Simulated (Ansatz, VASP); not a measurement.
ZrS: VASP beside Ansatz

Contents of INCAR:

```
PREC = Accurate ; ENCUT = 520
EDIFF = 1E-7 ; ISMEAR = 0
SIGMA = 0.05 ; LREAL = F
LASPH = T ; NELM = 60
ALGO = Normal ; ISIF = 2
LWAVE = F ; LCHARG = T
LELF = T ; LVHAR = T
NBANDS = 16
```

The input KPOINTS:

```
Automatic mesh
0
Gamma
  14 14 14
```

File POSCAR:

```
ZrS
1.0
    0.0000000000      2.6250000000      2.6250000000
    2.6250000000      0.0000000000      2.6250000000
    2.6250000000      2.6250000000      0.0000000000
Zr S
1 1
Direct
    0.0000000000      0.0000000000      0.0000000000
    0.5000000000      0.5000000000      0.5000000000
```

Input for Ansatz:

```yaml
crystal:
  lattice:
    - [0.0, 2.625, 2.625]
    - [2.625, 0.0, 2.625]
    - [2.625, 2.625, 0.0]
  atoms:
    - { symbol: Zr, position: [0.0, 0.0, 0.0] }
    - { symbol: S, position: [0.5, 0.5, 0.5] }
basis:
  ecutwfc: 420
kpoints:
  mp_grid: { grid: [14, 14, 14] }
hamiltonian:
  xc: lda
scf:
  occupations: { method: gaussian, width: 0.05 }
output:
  forces: true
  eigenvalues: true
  eigenstates:
    nscf_kmesh: { grid: [34, 34, 34] }
    top_band: c6
    de_dk: true
    localisation: true
  stress: true
checkpoint:
  write: ck
  compress: false
  write_wavefunctions: false
  write_every: 100000
```

Alike in both runs: task single point; functional LDA; k mesh 14 × 14 × 14; occupations gaussian, width 0.05 eV; no spin polarisation.

|  | VASP | Ansatz |
| --- | --- | --- |
| version | VASP 6.6.1 | Ansatz 0.2.0 |
| potentials or method | VASP PAW LDA potentials, release 64 (Zr_sv, S) | scalar-relativistic, plane waves, PAW |
| plane-wave cutoff (eV) | 520 | 420 |
| valence electrons in the cell | 18 | 18 |

Ansatz gave:

| Quantity | Value |
| --- | --- |
| pressure (GPa) | -9.1 |

Q: What did VASP give for the same quantities?

A: Pressure (GPa): -8.9.
